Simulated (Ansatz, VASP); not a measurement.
CdF2 in VASP and in Ansatz

```xyz
3
Lattice="0.0000 2.6488 2.6488 2.7482 0.0000 2.6488 2.7482 2.6488 0.0000" Properties=species:S:1:pos:R:3 pbc="T T T"
Cd    0.0000    0.0000    0.0000
F     1.3741    1.3244    1.3244
F     4.1222    3.9732    3.9732
```

Change from the starting cell: strain +0.0375 x Voigt [1, 0, 0, 0, 0, 0], atoms carried along.

Alike in both runs: task single point; functional LDA; k mesh 8 × 8 × 8; occupations gaussian, width 0.05 eV; no spin polarisation.

|  | VASP | Ansatz |
| --- | --- | --- |
| version | VASP 6.6.1 | Ansatz 0.2.0 |
| potentials or method | VASP PAW LDA potentials, release 64 (Cd, F) | scalar-relativistic, plane waves, PAW |
| plane-wave cutoff (eV) | 520 | 420 |
| valence electrons in the cell | 26 | 34 |

```csv
,VASP,Ansatz,Ansatz less VASP
gap on the k mesh at the Fermi level (eV),2.80,2.81,+0.015
least direct gap on the mesh (eV),3.23,3.24,+0.009
pressure (GPa),-3.3,-4.3,-1.05
largest component of the traceless stress (GPa),2.75,2.80,+0.054
```

The two sets of potentials don't hold the same shells in valence.

A k mesh can miss the band edges.
